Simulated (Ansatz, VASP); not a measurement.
**Co: VASP beside Ansatz**

The input INCAR:

```
SYSTEM = Co
PREC = Accurate
ENCUT = 520
EDIFF = 1E-7
ISMEAR = -1
SIGMA = 0.1
LREAL = .False.
LASPH = .True.
NELM = 80
ALGO = Normal
ISIF = 2
LWAVE = .False.
LCHARG = .False.
GGA = CA
NBANDS = 10
```

File KPOINTS:

```
Automatic mesh
0
Gamma
  16 16 16
  0 0 0
```

The input POSCAR:

```
Co
1.0
    2.2247716226      0.0000000000      0.0000000000
    0.0000000000      2.2247716226      0.0000000000
    0.0000000000      0.0000000000      2.2247716226
Co
1
Direct
    0.0000000000      0.0000000000      0.0000000000
```

Input for Ansatz:

```yaml
crystal:
  lattice:
    - [2.2247716226, 0.0, 0.0]
    - [0.0, 2.2247716226, 0.0]
    - [0.0, 0.0, 2.2247716226]
  atoms:
    - { symbol: Co, position: [0.0, 0.0, 0.0] }
hamiltonian:
  xc: lda
  pseudopotentials:
    kind: paw
    azcp:
      Co: "pseudopotentials/Co.paw.azcp"
basis:
  ecutwfc: 420
  fft_grid_basis: typed
kpoints:
  mp_grid: { grid: [16, 16, 16], shift: [0, 0, 0] }
magnetization:
  spin_polarized: false
scf:
  occupations: { method: fermi_dirac, width: 0.1 }
  lower_state_search: "off"
output:
  stress: true
  write_density: true
  write_potential: true
  elf: true
  volumetric_format: npy
```

Alike in both runs: task single point; functional LDA; k mesh 16 × 16 × 16; occupations fermi-dirac, width 0.1 eV; no spin polarisation.

|  | VASP | Ansatz |
| --- | --- | --- |
| version | VASP 6.6.1 | Ansatz 0.2.0 |
| potentials or method | VASP PAW LDA potentials, release 64 (Co) | plane waves (420 eV) with PAW, scalar-relativistic |
| plane-wave cutoff (eV) | 520 | 420 |
| valence electrons in the cell | 9 | 17 |

|  | VASP | Ansatz | Ansatz less VASP |
| --- | --- | --- | --- |
| pressure (GPa) | -0.9 | 0.1 | +1.05 |

The two sets of potentials don't hold the same shells in valence. Ansatz warned: «pseudo_functional_mismatch».

Caveats: the run has no spin polarisation, though such a crystal can be magnetic. Spin polarisation is off, so any magnetic state and its effect on volume and gap are missing.
